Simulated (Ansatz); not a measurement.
Geometry optimisation, Ansatz 0.2.0, DFT PBEsol, scalar-relativistic, plane waves, PAW.

Input:

```yaml
crystal:
  lattice:
    - [-5.232813, -9.063498, 0.0]
    - [7.849219, -4.531749, 0.0]
    - [0.0, 0.0, 8.539823]
  atoms:
    - { symbol: Si, position: [0.5019144, 0.661621, 0.9412058] }
    - { symbol: Si, position: [0.4994409, 0.3362346, 0.4396434] }
    - { symbol: Si, position: [0.5002502, 0.3385404, 0.0616307] }
    - { symbol: Si, position: [0.5055768, 0.6694686, 0.5625672] }
    - { symbol: O, position: [0.6285234, 0.2471599, -0.0042529] }
    - { symbol: O, position: [0.6248498, 0.7446106, 0.499583] }
    - { symbol: O, position: [0.5019469, 0.4948943, -0.0013783] }
    - { symbol: O, position: [0.5014344, 0.6653948, 0.7524535] }
    - { symbol: O, position: [0.5027086, 0.3383368, 0.2452645] }
    - { symbol: O, position: [0.6246419, 0.2480134, 0.4957002] }
    - { symbol: O, position: [0.6223466, 0.7486216, 0.0029216] }
    - { symbol: Si, position: [0.2476696, 0.1675371, 0.9344597] }
    - { symbol: Si, position: [0.2547363, 0.8328598, 0.43527] }
    - { symbol: Si, position: [0.254034, 0.834401, 0.0606783] }
    - { symbol: Si, position: [0.25141, 0.1717657, 0.5631175] }
    - { symbol: O, position: [0.3766624, 0.7438773, 0.0047151] }
    - { symbol: O, position: [0.3695588, 0.2457379, 0.5002418] }
    - { symbol: O, position: [0.2467, -0.0012231, 0.5048449] }
    - { symbol: O, position: [0.2446747, 0.0048948, -0.006873] }
    - { symbol: O, position: [0.2532803, 0.1703688, 0.7463479] }
    - { symbol: O, position: [0.2534618, 0.8358133, 0.2410429] }
    - { symbol: O, position: [0.3678877, 0.749002, 0.5028005] }
    - { symbol: O, position: [0.3723191, 0.245523, -0.0053923] }
    - { symbol: Si, position: [0.0026208, 0.661966, 0.9366438] }
    - { symbol: Si, position: [0.0041732, 0.3305908, 0.4349684] }
    - { symbol: Si, position: [0.0019234, 0.3360151, 0.0681856] }
    - { symbol: Si, position: [0.0037957, 0.6636019, 0.5649909] }
    - { symbol: O, position: [0.1245072, 0.2488562, -0.0026516] }
    - { symbol: O, position: [0.1254827, 0.7515466, 0.4976901] }
    - { symbol: O, position: [0.0010861, 0.5028985, 0.4995327] }
    - { symbol: O, position: [0.003212, 0.4954671, 0.0025906] }
    - { symbol: O, position: [-0.0008714, 0.6684148, 0.749219] }
    - { symbol: O, position: [0.0002554, 0.3372533, 0.2471819] }
    - { symbol: O, position: [0.1289565, 0.2489727, 0.4981626] }
    - { symbol: O, position: [0.1238708, 0.7536256, 0.0031744] }
    - { symbol: Si, position: [0.7518118, 0.1676116, 0.9375195] }
    - { symbol: Si, position: [0.7483729, 0.8297166, 0.4377633] }
    - { symbol: Si, position: [0.7501932, 0.832703, 0.0632962] }
    - { symbol: Si, position: [0.7482276, 0.1640904, 0.5660792] }
    - { symbol: O, position: [0.8718772, 0.7524292, -0.0003867] }
    - { symbol: O, position: [0.8800026, 0.2473129, 0.4979372] }
    - { symbol: O, position: [0.7480595, -0.000299, 0.5018343] }
    - { symbol: O, position: [0.7497847, 5.13e-05, -0.0042761] }
    - { symbol: O, position: [0.7539111, 0.1627494, 0.7522177] }
    - { symbol: O, position: [0.7509069, 0.8356067, 0.2513344] }
    - { symbol: O, position: [0.8742, 0.7524444, 0.4990032] }
    - { symbol: O, position: [0.8785689, 0.2496463, 0.0009473] }
basis:
  ecutwfc: 420.0
kpoints:
  mp_grid: { grid: [1, 1, 2] }
hamiltonian:
  xc: pbesol
  pseudopotentials: { kind: paw, azcp: { folder: soft_1 } }
scf:
  occupations: { method: gaussian, width: 0.02 }
  lower_state_search: "off"
relax:
  f_tol: 0.03
  max_steps: 60
  adjacent_minimum: "off"
```

Command:

```bash
$ ansatz run input.yaml --threads 2 --pin off --max-ram 5120MiB --backend cpu --events-out ev --progress --plain --runs-dir out
```

Problem. Where does it end, and by what steps?

Solution. The run converged. The force dipped under the threshold on the way, but the program's further checks kept it going. Limits of this set-up: coarse k mesh, PAW files made for another functional. After 17 steps the energy has fallen by 3.517 eV; Si4 moved furthest, 0.37 Å. Joined: Si2–Si4.

```tsv
step	energy less start (eV)	largest force component (eV/Å)	accepted
0	0.0000	5.973	yes
1	-2.1377	3.213	yes
2	-3.1077	1.267	yes
3	-3.3327	0.877	yes
4	-3.4490	0.104	yes
5	-3.4829	0.048	yes
6	-3.5006	0.016	yes
7	-3.4610	0.234	no
8	-3.5039	0.040	yes
9	-3.5057	0.050	yes
10	-3.5128	0.014	yes
11	-3.5128	0.014	yes
12	-3.5130	0.033	yes
13	-3.5163	0.031	yes
14	-3.4405	0.350	no
15	-3.5168	0.023	yes
16	-3.5013	0.152	no
17	-3.5169	0.011	yes
```

```xyz
47
Lattice="-5.2328 -9.0635 0.0000 7.8492 -4.5317 0.0000 0.0000 0.0000 8.5398" Properties=species:S:1:pos:R:3
Si 2.548 -7.569 7.911
Si 0.280 -6.187 3.854
Si 0.015 -6.107 0.621
Si 2.349 -7.378 4.679
O -1.455 -6.699 0.259
O 2.384 -8.959 4.252
O 1.141 -7.081 -0.004
O 2.441 -7.338 6.309
O 0.267 -6.086 2.224
O -1.106 -6.946 4.283
O 2.768 -9.139 -0.268
Si -0.024 -3.079 8.040
Si 5.181 -6.079 3.723
Si 5.190 -6.088 0.493
Si -0.009 -3.085 4.809
O 3.771 -6.699 -0.009
O 0.196 -4.650 4.412
O -1.436 -2.485 4.265
O -1.460 -2.523 -0.003
O 0.024 -2.993 6.425
O 5.242 -5.999 2.107
O 3.722 -6.683 4.120
O 0.158 -4.612 0.004
Si 5.220 -3.044 8.004
Si 2.596 -1.470 3.755
Si 2.599 -1.532 0.528
Si 5.276 -3.015 4.778
O 1.165 -2.165 0.115
O 5.289 -4.579 4.339
O 3.923 -2.264 4.267
O 3.785 -2.501 -0.006
O 5.314 -2.912 6.394
O 2.666 -1.391 2.139
O 1.236 -2.240 4.197
O 5.385 -4.603 -0.126
Si -2.614 -7.556 8.044
Si 2.644 -10.472 3.710
Si 2.607 -10.569 0.488
Si -2.548 -7.477 4.822
O 1.166 -11.222 0.136
O -2.705 -9.029 4.366
O -3.800 -6.577 4.266
O -4.065 -7.033 -0.005
O -2.514 -7.374 6.439
O 2.718 -10.389 2.093
O 1.378 -11.386 4.163
O -2.458 -9.129 -0.139
```

Time of the run: 2.8 min on 2 threads of Arm Neoverse V1 (shared host), peak memory 1.5 GiB.
